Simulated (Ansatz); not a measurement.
# InSb: the cost of one run

Program: Ansatz 0.2.0. Level of theory: DFT LDA, scalar-relativistic, plane waves, PAW. These are calculated values, not measurements.

## Step 1: The structure to begin with

Symmetry: P4/mmm, No. 123, tetragonal system. The conventional cell has a = 3.077 Å, b = 3.077 Å, c = 6.215 Å, α = 90.00°, β = 90.00°, γ = 90.00°. In (site symmetry 4/mmm) is surrounded by 4 In at 3.08 Å and 2 Sb at 3.11 Å. Sb (site symmetry 4/mmm) is surrounded by 4 Sb at 3.08 Å and 2 In at 3.11 Å.

Structure file:

```xyz
2
Lattice="3.0767 0.0000 0.0000 0.0000 3.0767 0.0000 0.0000 0.0000 6.2155" Properties=species:S:1:pos:R:3 pbc="T T T"
In    0.0000    0.0000    0.0000
Sb    0.0000    0.0000    3.1077
```

The structure comes from the Materials Project (structure only).

## Step 2: Quick check of gap, pressure and forces

File input.yaml:

```yaml
crystal:
  lattice:
    - [3.076656, 0.0, 0.0]
    - [0.0, 3.076656, 0.0]
    - [0.0, 0.0, 6.21547]
  atoms:
    - { symbol: In, position: [0.0, 0.0, 0.0] }
    - { symbol: Sb, position: [0.0, 0.0, 0.5] }
basis:
  ecutwfc: 420
kpoints:
  mp_grid: { grid: [6, 6, 4] }
hamiltonian:
  xc: lda
scf:
  occupations: { method: gaussian, width: 0.1 }
output:
  forces: true
  stress: true
  eigenvalues: true
```

What time and memory should one allow on 1 thread of an Arm CPU, shared host?

About 2.1 s, with a peak of 0.32 GiB.
